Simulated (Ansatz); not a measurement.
# PbSe (Clausthalite) (Fm-3m) in Ansatz: settings compared

One crystal, PbSe (Clausthalite), is run at these levels: B3LYP, BLYP; tasks: band structure.

Program: Ansatz 0.2.0. These are calculated values, not measurements. Logs are shortened: lines on timing, memory, paths and dates and some standing lists are left out, and cuts for length are marked.

**The experiment to reproduce.**

A printed reference work, monograph reports, for a bulk crystal of PbSe at 4.2 K: band gap 0.15 eV (direct).

How close the calculation comes is told below.

### Step 1. The crystal as given

Symmetry: Fm-3m, No. 225, cubic system. Conventional cell: a = 6.121 Å, b = 6.121 Å, c = 6.121 Å, α = 90.00°, β = 90.00°, γ = 90.00°. Around Pb (site symmetry m-3m) lie 6 Se at 3.06 Å. Se (site symmetry m-3m) is surrounded by 6 Pb at 3.06 Å.

### Step 2. Band structure, B3LYP

input.yaml reads:

```yaml
crystal:
  lattice:
    - [0.0, 3.06065, 3.06065]
    - [3.06065, 0.0, 3.06065]
    - [3.06065, 3.06065, 0.0]
  atoms:
    - { symbol: Pb, position: [0.0, 0.0, 0.0] }
    - { symbol: Se, position: [0.5, 0.5, 0.5] }
hamiltonian:
  xc: b3lyp
  pseudopotentials: { kind: paw }
kpoints:
  mp_grid: { grid: [4, 4, 4] }
  band_path:
    path:
      - [[0.0, 0.0, 0.0], [0.5, 0.0, 0.5], [0.5, 0.25, 0.75], [0.375, 0.375, 0.75], [0.0, 0.0, 0.0], [0.5, 0.5, 0.5], [0.625, 0.25, 0.625], [0.5, 0.25, 0.75], [0.5, 0.5, 0.5], [0.375, 0.375, 0.75]]
      - [[0.625, 0.25, 0.625], [0.5, 0.0, 0.5]]
    npoints: 4
scf:
  occupations: { method: fermi_dirac, width: 0.05 }
  n_extra_bands: 6
output:
  forces: true
  stress: true
  eigenvalues: true
  fatbands: false
```

Potentials or basis: Ansatz PAW.

Run with:

```
$ ansatz run input.yaml --threads 2 --pin off --max-ram 5632MiB --backend cpu --events-out ev --progress --plain --runs-dir out
```

What it wrote:

```text
Warning: output.stress: scf.convergence.dr2_threshold = 1e-7 eV (the SCF's general default) is looser than the 2e-10 eV advised for a printed stress (1e-10 eV for each atom of the cell: 2). What an SCF threshold leaves in a stress goes as its square root, and in the free energy as the threshold itself, and one threshold admits the most on a small cell: of the crystals measured, under no hybrid functional and no lock of the moments, on runs that ended without the residual-converged pass, on stresses that held no estimate of that error, the worst erred by over 100 MPa in a component at 1e-7 eV an atom and by under 5 at 1e-10. Set scf.convergence.dr2_threshold to 2e-10 eV or tighter. The threshold is an SCF's pass mark: one that does not reach it within its budget of iterations ends unconverged, or closes short of it on a stop that the run arms, and scf.convergence.dr2_threshold's page says what that costs each kind of run
Warning: output.stress: scf.exx.energy_threshold = 1e-6 eV is looser than the 2e-8 eV advised for a stress under a hybrid functional (1e-8 eV for each atom of the cell: 2). Every SCF of the exchange loop can meet its threshold on dr2 while the loop round them stops early: no threshold on dr2 bounds what that leaves in the stress. Set scf.exx.energy_threshold to 2e-8 eV or tighter. The threshold is the loop's pass mark: a loop that does not reach it within its budget of cycles ends unconverged, and scf.exx.energy_threshold's page has the law
Warning: RAYON_NUM_THREADS=2 ignored (pool sized by the plan → 2); use --threads N
scf.n_extra_bands = 6 over 15 filled bands (N_el = 30.0): the run solves 21 bands
Engine: ansatz 0.2.0, aarch64-unknown-linux-gnu
Pseudopotentials: kind: paw
Pseudopotential: Pb, paw, valence charge 14, recommended cutoff 420 eV (normal), Pb.paw.azcp
Pseudopotential: Se, paw, valence charge 16, recommended cutoff 420 eV (normal), Se.paw.azcp
Functional definition: B3LYP
  parameter a0 = 0.2
  parameter ax = 0.72
  parameter ac = 0.81
  exchange = (1 - a0 - ax)*slater_x + ax*b88_x + a0*exact_x
  correlation = (1 - ac)*vwn_rpa_c + ac*lyp_c
Crystal: 2 atoms, lattice volume = 57.342 Å³
Basis set: ecut = 420 eV, 1139 PW (Γ), exchange–correlation on 60×60×60 points (8 copies of the dense FFT grid, shifted against one another)
Bands: 21, of which v1, the nominal top of the filled ones, is band 15 counted from 1 (14 counted from 0)
Symmetry: 48 space group operations
Space group: Fm-3m (ITA 225), of the structure as read, at distance tolerance 3.9e-5 Å
k-points: 8 of 64
Non-local potential: Pb, projectors of the file, l = 0: 2, l = 1: 2, l = 2: 2, l = 3: 2
Non-local potential: Se, projectors of the file, l = 0: 2, l = 1: 2, l = 2: 3, l = 3: 1
PAW form: soft (Blöchl's): semilocal exchange-correlation on the pseudo side does not see the compensation charge
PAW frozen core: Pb, regenerated for the run's functional, and the local potential with it (the file was generated under x = pbe(κ = 0.804, μ = 0.2195149727645171), c = pbe(β = 0.06672455060314922))
PAW frozen core: Se, regenerated for the run's functional, and the local potential with it (the file was generated under x = pbe(κ = 0.804, μ = 0.2195149727645171), c = pbe(β = 0.06672455060314922))
PAW one-centre angular grid: Pb, 590 points (default); XC on 64 Gauss nodes
PAW one-centre angular grid: Se, 590 points (default); XC on 64 Gauss nodes
Initial density: superposition of atomic densities (neutral atoms: chi_scale 0, normalization atom), corrected by the library's trained network
Initial wavefunctions: pseudopotential atomic-orbital guess
Functional: x = 0.1 slater + 0.9 b88, c = 0.19 vwn_rpa + 0.81 lyp, warm-up for x = 0.08 slater + 0.72 b88 + 0.2 exact, c = 0.19 vwn_rpa + 0.81 lyp
SCF iter   1: F=—  HF=-17399.746158 eV  |F-HF|=—  |Δ(HF+E_count)|=         —  Δρ=6.94e-3  dr2=3.53e-2  ethr=1.77e-3  ⟨swp⟩=12.1  Hψ=753  notcnv=0
preconditioner: auto → none  [insulator: Δε(μ)=0.476 eV  Ē_g=17.303 eV  σ=0.050 eV  W_gap=0.98  n_scr=14 (ndim 8)  ℏωp=21.9 eV  f_vac=0.019  D(μ)=0.04/eV (n_scr^D=0)]
SCF iter   2: F=—  HF=-17399.737904 eV  |F-HF|=—  |Δ(HF+E_count)|=   8.25e-3  Δρ=1.78e-3  dr2=3.94e-3  ethr=1.18e-4  ⟨swp⟩=4.5  Hψ=437  notcnv=0  defer=1
SCF iter   3: F=—  HF=-17399.736497 eV  |F-HF|=—  |Δ(HF+E_count)|=   1.41e-3  Δρ=1.14e-3  dr2=5.36e-4  ethr=1.31e-5  ⟨swp⟩=3.1  Hψ=371  notcnv=0
iter 4 solved again at ethr=9.90e-8 eV; its pass at ethr=1.79e-6 eV (dr2=2.97e-5 eV) is discarded
SCF iter   4: F=—  HF=-17399.736419 eV  |F-HF|=—  |Δ(HF+E_count)|=   7.79e-5  Δρ=2.26e-4  dr2=2.56e-5  ethr=9.90e-8  ⟨swp⟩=3.6  Hψ=648  notcnv=0
eigensolver tolerance schedule: the retry pair's looser diagonalisation over-reported the residual by 0.16 of it (diagonalisation noise at 0.17 of the residual, at the tolerance the schedule requests for it); recorded, not acted on — ethr = c·dr2/N_el stays at c = 1.0e-1
SCF iter   5: F=-17399.736417 eV  HF=-17399.736417 eV  |F-HF|=3.97e-7  |Δ(HF+E_count)|=   1.95e-6  Δρ=3.91e-5  dr2=4.44e-7  ethr=8.53e-8  ⟨swp⟩=3.0  Hψ=310  notcnv=0
SCF 1 stopped early in 5 iterations: F = -17399.736417 eV  dr2 = 4.44e-7
Initial density: handed on by an earlier stage of this run
Initial wavefunctions: those handed on with the density
Functional: x = 0.08 slater + 0.72 b88 + 0.2 exact, c = 0.19 vwn_rpa + 0.81 lyp
Frozen-core exchange: fock
SCF iter   1: F=—  HF=-17401.940897 eV  |F-HF|=—  |Δ(HF+E_count)|=         —  Δρ=4.42e-3  dr2=1.29e-2  ethr=1.48e-8  ⟨swp⟩=11.2  Hψ=1021  notcnv=0
preconditioner: auto → none  [insulator: Δε(μ)=1.199 eV  Ē_g=19.425 eV  σ=0.050 eV  W_gap=1.00  n_scr=14 (ndim 8)  ℏωp=21.9 eV  f_vac=0.028  D(μ)=0.00/eV (n_scr^D=0)]
SCF iter   2: F=—  HF=-17401.934706 eV  |F-HF|=—  |Δ(HF+E_count)|=   6.19e-3  Δρ=2.06e-3  dr2=2.14e-3  ethr=1.48e-8  ⟨swp⟩=5.2  Hψ=668  notcnv=0
SCF iter   3: F=—  HF=-17401.939733 eV  |F-HF|=—  |Δ(HF+E_count)|=   5.03e-3  Δρ=1.25e-3  dr2=5.83e-4  ethr=1.48e-8  ⟨swp⟩=5.0  Hψ=615  notcnv=0
SCF iter   4: F=—  HF=-17401.939574 eV  |F-HF|=—  |Δ(HF+E_count)|=   1.59e-4  Δρ=5.18e-4  dr2=1.18e-4  ethr=1.48e-8  ⟨swp⟩=4.0  Hψ=470  notcnv=0
SCF iter   5: F=—  HF=-17401.939671 eV  |F-HF|=—  |Δ(HF+E_count)|=   9.66e-5  Δρ=1.89e-4  dr2=4.77e-5  ethr=1.48e-8  ⟨swp⟩=4.0  Hψ=446  notcnv=0
SCF iter   6: F=-17401.939659 eV  HF=-17401.939660 eV  |F-HF|=1.24e-6  |Δ(HF+E_count)|=   1.04e-5  Δρ=4.79e-5  dr2=2.84e-6  ethr=1.48e-8  ⟨swp⟩=3.4  Hψ=413  notcnv=0
SCF 2 stopped early in 6 iterations: F = -17401.939659 eV  dr2 = 2.84e-6
hybrid outer 1: dexx = +6.155e-3 eV, tail = 2.61e-5 eV
Frozen-core exchange: fock
SCF iter   1: F=—  HF=-17401.939697 eV  |F-HF|=—  |Δ(HF+E_count)|=         —  Δρ=3.90e-5  dr2=1.22e-6  ethr=4.35e-7  ⟨swp⟩=4.4  Hψ=406  notcnv=0
preconditioner: auto → none  [insulator: Δε(μ)=1.220 eV  Ē_g=19.417 eV  σ=0.050 eV  W_gap=1.00  n_scr=14 (ndim 8)  ℏωp=21.9 eV  f_vac=0.029  D(μ)=0.00/eV (n_scr^D=0)]
SCF iter   2: F=—  HF=-17401.939697 eV  |F-HF|=—  |Δ(HF+E_count)|=   1.25e-7  Δρ=1.81e-5  dr2=1.54e-7  ethr=3.89e-9  ⟨swp⟩=4.0  Hψ=421  notcnv=0
SCF iter   3: F=—  HF=-17401.939697 eV  |F-HF|=—  |Δ(HF+E_count)|=   2.63e-8  Δρ=2.99e-6  dr2=5.12e-8  ethr=3.51e-10  ⟨swp⟩=3.6  Hψ=343  notcnv=0
SCF iter   4: F=-17401.939697 eV  HF=-17401.939697 eV  |F-HF|=6.32e-9  |Δ(HF+E_count)|=   2.17e-7  Δρ=4.42e-6  dr2=8.97e-9  ethr=8.69e-12  ⟨swp⟩=5.0  Hψ=631  notcnv=0
SCF 3 converged in 4 iterations: F = -17401.939697 eV  dr2 = 8.97e-9
  Residual-converged pass: ⟨swp⟩=2.0  Hψ=234  notcnv=0  max |occ|·‖R‖ = 2.3e-6 eV (tolerance 2.4e-6 eV)  dr2=8.97e-9  dr2_onsite=1.79e-9  max |Δocc| = 3.6e-15
hybrid outer 2: dexx = +2.503e-7 eV, tail = 2.55e-8 eV, Δε = 4.08e-3 eV (about 2.19e-4 eV left of the loop's levels)
NSCF: frozen V_eff on 42 k-points
hybrid SCF converged: 2 outer / 10 inner (+5 warm-up), last move |dexx| = 2.50e-7 eV, tail = 2.55e-8 eV
Stability not checked: this state was not tested for a lower state beside it, because the functional holds exact exchange (a hybrid, or Hartree-Fock), whose exchange loop this test does not read (fock_operator; see scf.lower_state_search)
Free energy (F): -17401.939697 eV
Frozen-core exchange: fock
Harris-Foulkes:  -17401.939697 eV  (|F-HF|=6.32e-9)
Internal energy: -17401.939696 eV  (E = F + TS)
E sigma→0 (E₀):  -17401.939697 eV
Entropy (-TS):   -0.000001 eV (-0.000 meV/atom)
Fermi energy:    9.352352 eV
--- Per-component energies (eV) ---
  E_band       = -485.437488
  E_kinetic    = 407.298940
  E_local      = -3530.580995  (includes V_loc(G=0)·N_el)
  E_nonlocal   = -249.829252
  E_hartree    = 1648.587695
  E_xc         = -266.084310
  E_vxc        = -187.509658  (∫ρ·V_xc dr)
  E_exx        = -89.566909  (= α·E_x^exact, valence–valence)
  E_paw        = -12309.715614  (= ΣΔE_a)
  E_vpaw       = -42.862295  (= ΣTr[D̂ρ^β])
  E_aug_tail   = -0.000512  (compensation charges beyond the density's cutoff)
  E_ewald      = -3011.707258
  E_core_change = -0.341481  (= ΣΔE_core)
  E_smearing   = -0.000001  (= −TS)
  E_closure    = 0.000000  (closes the sum)
  Σ components = -17401.939697   (vs F -17401.939697, Δ=-3.64e-12)
--- Forces (eV/Å), atoms counted from 1 ---
  atom   1  Pb    -0.00000000     0.00000000     0.00000000
  atom   2  Se    -0.00000000    -0.00000000    -0.00000000
  max |Σ_I F_I| component: 1.08e-29 eV/Å
--- Stress (GPa, compression-positive) ---
        4.510303      -0.000000       0.000000
       -0.000000       4.510303      -0.000000
        0.000000       0.000000       4.510303
  P = ⅓ Tr σ = 4.5103 GPa (45.103 kbar)
--- Band table (eV; the first three rows and the last of 8) ---
  k-point 0: bands = ["-41.5694", "-41.5694", "-41.5654", "-41.5654", "-41.5654", "-9.6714", "-9.6714", "-9.6620", "-9.6620", "-9.6620", "-6.0846", "1.9476", "6.5999", "6.5999", "6.5999", "14.5362", "14.5362", "14.5362", "16.5534", "16.5534", "16.5534"]
  k-point 1: bands = ["-41.5694", "-41.5694", "-41.5654", "-41.5654", "-41.5654", "-9.6842", "-9.6842", "-9.6606", "-9.6473", "-9.6473", "-5.6082", "0.5065", "6.7975", "6.7975", "7.6360", "11.8725", "12.6154", "12.6154", "16.6309", "17.8137", "17.8137"]
  k-point 2: bands = ["-41.5693", "-41.5693", "-41.5654", "-41.5654", "-41.5654", "-9.6980", "-9.6980", "-9.6599", "-9.6314", "-9.6314", "-4.9365", "-0.8661", "7.0697", "7.0697", "8.7423", "9.9624", "11.3191", "11.3191", "18.7917", "20.3399", "20.3399"]
  k-point 7: bands = ["-41.5694", "-41.5693", "-41.5654", "-41.5654", "-41.5653", "-9.7679", "-9.6748", "-9.6501", "-9.6501", "-9.6188", "-4.5099", "0.0018", "4.0951", "4.0951", "7.8347", "11.5430", "14.9233", "14.9233", "17.7822", "17.7822", "22.0667"]
```

Wall time 1.8 min (2 threads of Arm Neoverse V1, shared host); peak memory 0.78 GiB.

What came out:

* Free energy: -17401.9397 eV
* Pressure: 4.5 GPa
* Band gap on the k mesh: 1.22 eV, direct
* Band gap along the path: 1.22 eV, direct

Levels at the corners of the path, in eV from the valence-band top:
```tsv
point	band 12	band 13	band 14	band 15	band 16	band 17	band 18	band 19
Γ	-6.79	-2.14	-2.14	-2.14	5.79	5.79	5.79	7.81
X	-8.03	-5.46	-3.59	-3.59	4.92	6.78	6.78	7.32
W	-8.74	-4.65	-4.65	-0.91	2.80	6.18	6.18	9.04
K	-8.76	-4.99	-3.04	-2.63	4.49	5.07	6.66	7.11
Γ	-6.79	-2.14	-2.14	-2.14	5.79	5.79	5.79	7.81
L	-9.61	-1.67	-1.67	0.00	1.22	2.58	2.58	10.05
U	-8.76	-4.99	-3.04	-2.63	4.49	5.07	6.66	7.11
W	-8.74	-4.65	-4.65	-0.91	2.80	6.18	6.18	9.04
L	-9.61	-1.67	-1.67	0.00	1.22	2.58	2.58	10.05
K	-8.76	-4.99	-3.04	-2.63	4.49	5.07	6.66	7.11
U	-8.76	-4.99	-3.04	-2.63	4.49	5.07	6.66	7.11
X	-8.03	-5.46	-3.59	-3.59	4.92	6.78	6.78	7.32
```

Caveat: the k mesh is coarse (spacing up to 0.44 Å⁻¹), so the values aren't converged, least of all with exact exchange; spin-orbit coupling is left out, which as a rule narrows the gap of such compounds by several tenths of an eV; the PAW data sets come from PBE, with cores solved anew for the run's functional, which leaves a small shift of forces and pressure; the thresholds are loose for stress.

[end of part 1 of 2]
